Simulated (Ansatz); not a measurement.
Input, command and steps of an Ansatz relaxation.

```yaml
crystal:
  lattice:
    - [4.1054915015, 0.0, 0.0]
    - [0.0, 4.1212199291, 0.0]
    - [0.0, 0.0, 4.9904195295]
  atoms:
    - { symbol: Cu, position: [0.25, 0.25, 0.5] }
    - { symbol: Cu, position: [0.25, 0.75, 0.0] }
    - { symbol: Cu, position: [0.75, 0.75, 0.5] }
    - { symbol: Cu, position: [0.75, 0.25, 0.0] }
    - { symbol: O, position: [0.5, 0.0, 0.75] }
    - { symbol: O, position: [0.5, 0.0, 0.25] }
    - { symbol: O, position: [0.0, 0.5, 0.75] }
    - { symbol: O, position: [0.0, 0.5, 0.25] }
basis:
  ecutwfc: 420
kpoints:
  mp_grid: { grid: [10, 10, 8] }
hamiltonian:
  xc: pbesol
scf:
  occupations: { method: gaussian, width: 0.1 }
output:
  forces: true
  stress: true
  eigenvalues: true
relax:
  adjacent_minimum: "off"
  f_tol: 0.008
  max_steps: 40
  cell: { stress_tol: 0.015, fix: [c, angles] }
```

```bash
ansatz run input.yaml --threads 1 --pin off --max-ram 2560MiB --backend cpu --events-out ev --progress --plain --runs-dir out
```

All numbers below come from Ansatz 0.2.0, DFT PBEsol, scalar-relativistic, plane waves, PAW.

Of 7 frames 6 are shown, positions in Å and forces in eV/Å; the SCF threshold varies from step to step. Steps run on the plane waves of an earlier cell, with a Pulay correction in the pressure. The basis is chosen afresh for the last frame, the zero of the energies, and at times for earlier ones too; energy and pressure step there, also at an unchanged geometry.

```xyz
8
Lattice="4.1055 0.0000 0.0000 0.0000 4.1212 0.0000 0.0000 0.0000 4.9904" Properties=species:S:1:pos:R:3:forces:R:3 pbc="T T T" step=1 free_energy_over_end_meV_per_atom=0.41 pressure_GPa=2.99
Cu    1.0264    1.0303    2.4952    0.0000    0.0000    0.0000
Cu    1.0264    3.0909    0.0000    0.0000    0.0000    0.0000
Cu    3.0791    3.0909    2.4952    0.0000    0.0000    0.0000
Cu    3.0791    1.0303    0.0000    0.0000    0.0000    0.0000
O     2.0527    0.0000    3.7428    0.0000    0.0000    0.0000
O     2.0527    0.0000    1.2476    0.0000    0.0000    0.0000
O     0.0000    2.0606    3.7428    0.0000    0.0000    0.0000
O     0.0000    2.0606    1.2476    0.0000    0.0000    0.0000
8
Lattice="4.1153 0.0000 0.0000 0.0000 4.1290 0.0000 0.0000 0.0000 4.9904" Properties=species:S:1:pos:R:3:forces:R:3 pbc="T T T" step=2 free_energy_over_end_meV_per_atom=0.30 pressure_GPa=2.28
Cu    1.0288    1.0322    2.4952    0.0000    0.0000    0.0000
Cu    1.0288    3.0967    0.0000    0.0000    0.0000    0.0000
Cu    3.0864    3.0967    2.4952    0.0000    0.0000    0.0000
Cu    3.0864    1.0322    0.0000    0.0000    0.0000    0.0000
O     2.0576    0.0000    3.7428    0.0000    0.0000    0.0000
O     2.0576    0.0000    1.2476    0.0000    0.0000    0.0000
O     0.0000    2.0645    3.7428    0.0000    0.0000    0.0000
O     0.0000    2.0645    1.2476    0.0000    0.0000    0.0000
8
Lattice="4.1253 0.0000 0.0000 0.0000 4.1358 0.0000 0.0000 0.0000 4.9904" Properties=species:S:1:pos:R:3:forces:R:3 pbc="T T T" step=3 free_energy_over_end_meV_per_atom=0.39 pressure_GPa=1.60
Cu    1.0313    1.0339    2.4952    0.0000    0.0000    0.0000
Cu    1.0313    3.1018    0.0000    0.0000    0.0000    0.0000
Cu    3.0940    3.1018    2.4952    0.0000    0.0000    0.0000
Cu    3.0940    1.0339    0.0000    0.0000    0.0000    0.0000
O     2.0627    0.0000    3.7428    0.0000    0.0000    0.0000
O     2.0627    0.0000    1.2476    0.0000    0.0000    0.0000
O     0.0000    2.0679    3.7428    0.0000    0.0000    0.0000
O     0.0000    2.0679    1.2476    0.0000    0.0000    0.0000
8
Lattice="4.1273 0.0000 0.0000 0.0000 4.1338 0.0000 0.0000 0.0000 4.9904" Properties=species:S:1:pos:R:3:forces:R:3 pbc="T T T" step=4 free_energy_over_end_meV_per_atom=0.39 pressure_GPa=1.59
Cu    1.0318    1.0335    2.4952    0.0000    0.0000    0.0000
Cu    1.0318    3.1004    0.0000    0.0000    0.0000    0.0000
Cu    3.0955    3.1004    2.4952    0.0000    0.0000    0.0000
Cu    3.0955    1.0335    0.0000    0.0000    0.0000    0.0000
O     2.0637    0.0000    3.7428    0.0000    0.0000    0.0000
O     2.0637    0.0000    1.2476    0.0000    0.0000    0.0000
O     0.0000    2.0669    3.7428    0.0000    0.0000    0.0000
O     0.0000    2.0669    1.2476    0.0000    0.0000    0.0000
8
Lattice="4.1273 0.0000 0.0000 0.0000 4.1338 0.0000 0.0000 0.0000 4.9904" Properties=species:S:1:pos:R:3:forces:R:3 pbc="T T T" step=5 free_energy_over_end_meV_per_atom=0.00 pressure_GPa=1.65
Cu    1.0318    1.0335    2.4952    0.0000    0.0000    0.0000
Cu    1.0318    3.1004    0.0000    0.0000    0.0000    0.0000
Cu    3.0955    3.1004    2.4952    0.0000    0.0000    0.0000
Cu    3.0955    1.0335    0.0000    0.0000    0.0000    0.0000
O     2.0637    0.0000    3.7428    0.0000    0.0000    0.0000
O     2.0637    0.0000    1.2476    0.0000    0.0000    0.0000
O     0.0000    2.0669    3.7428    0.0000    0.0000    0.0000
O     0.0000    2.0669    1.2476    0.0000    0.0000    0.0000
8
Lattice="4.1299 0.0000 0.0000 0.0000 4.1329 0.0000 0.0000 0.0000 4.9904" Properties=species:S:1:pos:R:3:forces:R:3 pbc="T T T" step=7 free_energy_over_end_meV_per_atom=0.00 pressure_GPa=1.60
Cu    1.0325    1.0332    2.4952    0.0000    0.0000    0.0000
Cu    1.0325    3.0996    0.0000    0.0000    0.0000    0.0000
Cu    3.0974    3.0996    2.4952    0.0000    0.0000    0.0000
Cu    3.0974    1.0332    0.0000    0.0000    0.0000    0.0000
O     2.0649    0.0000    3.7428    0.0000    0.0000    0.0000
O     2.0649    0.0000    1.2476    0.0000    0.0000    0.0000
O     0.0000    2.0664    3.7428    0.0000    0.0000    0.0000
O     0.0000    2.0664    1.2476    0.0000    0.0000    0.0000
```

Time: 6.6 min on 1 thread of Oxide Virtual Turin-like Processor (Zen 5), with other jobs on the host, peak memory 0.89 GiB.

Spin polarisation was left out, and a magnetic state may lie lower.